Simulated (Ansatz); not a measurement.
# Zn23HO24: the cost of one run

Computed with Ansatz 0.2.0 (DFT PBE, scalar-relativistic, plane waves, PAW, unless a step's input says otherwise).

3 further runs of the same task are left out: 3 set aside as unsound or not needed.

### Step 1. The starting structure

The structure is hexagonal, space group P6_3mc (No. 186). The conventional cell has a = 3.279 Å, b = 3.279 Å, c = 5.293 Å, α = 90.00°, β = 90.00°, γ = 120.00°. Zn (site symmetry 3m) is surrounded by 4 O at 2.00 to 2.01 Å. O (site symmetry 3m) is surrounded by 4 Zn at 2.00 to 2.01 Å.

Structure file:

```xyz
4
Lattice="3.2795 0.0000 0.0000 -1.6397 2.8401 0.0000 0.0000 0.0000 5.2933" Properties=species:S:1:pos:R:3 pbc="T T T"
Zn    0.0000    1.8934    2.6465
Zn    1.6397    0.9467   -0.0002
O     1.6397    0.9467    2.0064
O     0.0000    1.8934    4.6530
```

It is the result of an earlier relaxation at this level (volume 12.33 Å³/atom; gap on the mesh: 0.74 eV).

The host's static dielectric tensor, from an earlier linear-response run, has a mean of 10.90.

The perfect supercell (rows 0 -2 1; 2 2 1; -2 0 1 in vectors of this cell) was computed beforehand with the same settings: E(σ→0) = -93284.3330 eV for 48 atoms, gap 1.98 eV on its own mesh.

### Step 2. Setting up the defect

The atom at (0.500, 0.333, 0.667) of the supercell is taken out. A small random displacement (spread 0.05 Å) lets the symmetry of the site break. Its neighbours are 1 H at 1.03 Å.

### Step 3. Charge state 0

input.yaml

```yaml
crystal:
  lattice:
    - [3.2794860173, -5.6802364047, 5.2932739962]
    - [3.2794860173, 5.6802364047, 5.2932739962]
    - [-6.5589720346, 0.0, 5.2932739962]
  atoms:
    - { symbol: Zn, position: [0.8333228631, 0.6666561965, 0.9999895298] }
    - { symbol: Zn, position: [0.1666561965, 0.4999895298, 0.8333228631] }
    - { symbol: Zn, position: [0.6666561965, 0.4999895298, 0.3333228631] }
    - { symbol: Zn, position: [0.9999895298, 0.3333228631, 0.1666561965] }
    - { symbol: Zn, position: [0.3333228631, 0.6666561965, 0.4999895298] }
    - { symbol: Zn, position: [0.6666561965, 0.9999895298, 0.8333228631] }
    - { symbol: Zn, position: [0.9999895298, 0.8333228631, 0.6666561965] }
    - { symbol: Zn, position: [0.3333228631, 0.1666561965, 0.9999895298] }
    - { symbol: Zn, position: [0.4999895298, 0.8333228631, 0.1666561965] }
    - { symbol: Zn, position: [0.8333228631, 0.1666561965, 0.4999895298] }
    - { symbol: Zn, position: [0.1666561965, 0.9999895298, 0.3333228631] }
    - { symbol: Zn, position: [0.8333228631, 0.4999895298, 0.6666561965] }
    - { symbol: Zn, position: [0.1666561965, 0.8333228631, 0.9999895298] }
    - { symbol: Zn, position: [0.4999895298, 0.6666561965, 0.8333228631] }
    - { symbol: Zn, position: [0.9999895298, 0.6666561965, 0.3333228631] }
    - { symbol: Zn, position: [0.3333228631, 0.4999895298, 0.1666561965] }
    - { symbol: Zn, position: [0.6666561965, 0.8333228631, 0.4999895298] }
    - { symbol: Zn, position: [0.9999895298, 0.1666561965, 0.8333228631] }
    - { symbol: Zn, position: [0.3333228631, 0.9999895298, 0.6666561965] }
    - { symbol: Zn, position: [0.6666561965, 0.3333228631, 0.9999895298] }
    - { symbol: Zn, position: [0.8333228631, 0.9999895298, 0.1666561965] }
    - { symbol: Zn, position: [0.1666561965, 0.3333228631, 0.4999895298] }
    - { symbol: Zn, position: [0.4999895298, 0.1666561965, 0.3333228631] }
    - { symbol: O, position: [0.6263471369, 0.2930138035, 0.4596804702] }
    - { symbol: O, position: [0.9596804702, 0.6263471369, 0.7930138035] }
    - { symbol: O, position: [0.2930138035, 0.4596804702, 0.6263471369] }
    - { symbol: O, position: [0.7930138035, 0.4596804702, 0.1263471369] }
    - { symbol: O, position: [0.1263471369, 0.2930138035, 0.9596804702] }
    - { symbol: O, position: [0.4596804702, 0.6263471369, 0.2930138035] }
    - { symbol: O, position: [0.7930138035, 0.9596804702, 0.6263471369] }
    - { symbol: O, position: [0.1263471369, 0.7930138035, 0.4596804702] }
    - { symbol: O, position: [0.4596804702, 0.1263471369, 0.7930138035] }
    - { symbol: O, position: [0.6263471369, 0.7930138035, 0.9596804702] }
    - { symbol: O, position: [0.9596804702, 0.1263471369, 0.2930138035] }
    - { symbol: O, position: [0.2930138035, 0.9596804702, 0.1263471369] }
    - { symbol: O, position: [0.6263471369, 0.4596804702, 0.7930138035] }
    - { symbol: O, position: [0.9596804702, 0.7930138035, 0.1263471369] }
    - { symbol: O, position: [0.2930138035, 0.6263471369, 0.9596804702] }
    - { symbol: O, position: [0.7930138035, 0.6263471369, 0.4596804702] }
    - { symbol: O, position: [0.1263471369, 0.4596804702, 0.2930138035] }
    - { symbol: O, position: [0.4596804702, 0.7930138035, 0.6263471369] }
    - { symbol: O, position: [0.7930138035, 0.1263471369, 0.9596804702] }
    - { symbol: O, position: [0.1263471369, 0.9596804702, 0.7930138035] }
    - { symbol: O, position: [0.4596804702, 0.2930138035, 0.1263471369] }
    - { symbol: O, position: [0.6263471369, 0.9596804702, 0.2930138035] }
    - { symbol: O, position: [0.9596804702, 0.2930138035, 0.6263471369] }
    - { symbol: O, position: [0.2930138035, 0.1263471369, 0.4596804702] }
    - { symbol: H, position: [0.3848953834, 0.3947919931, 0.6616479655], spin: 1.0 }
  host:
    lattice:
      - [3.2794860173, 0.0, 0.0]
      - [-1.6397430087, 2.8401182023, 0.0]
      - [0.0, 0.0, 5.2932739962]
    atoms:
      - { symbol: Zn, position: [0.3333333333, 0.6666666667, 0.4999685894] }
      - { symbol: Zn, position: [0.6666666667, 0.3333333333, -3.14106e-05] }
      - { symbol: O, position: [0.6666666667, 0.3333333333, 0.3790414106] }
      - { symbol: O, position: [0.3333333333, 0.6666666667, 0.8790414106] }
basis:
  ecutwfc: 420
  xc_grid: 2
kpoints:
  mp_grid: { grid: [2, 2, 2], shift: [0.5, 0.5, 0.5] }
hamiltonian:
  xc: pbe
scf:
  occupations: { method: gaussian, width: 0.01 }
output:
  forces: true
  stress: false
  eigenvalues: true
  populations: true
  charged_corrections:
    defect_position: [0.49998953, 0.33332286, 0.6666562]
    epsilon: [[10.558, 0.0, 0.0], [0.0, 10.558, 0.0], [0.0, 0.0, 11.583]]
  write_density: true
  write_potential: true
  elf: true
  volumetric_format: npy
magnetization:
  spin_polarized: true
relax:
  adjacent_minimum: "off"
  f_tol: 0.025
  max_steps: 60
```

Run with:

```console
$ ansatz run input.yaml --threads 8 --pin off --max-ram 22528MiB --backend cpu --events-out ev --progress --plain --runs-dir out
```

**Question.** How long does this run take on 8 threads of Arm Neoverse V1, shared host, and how much memory does it need?

About 7.7 min, with a peak of 5.4 GiB.
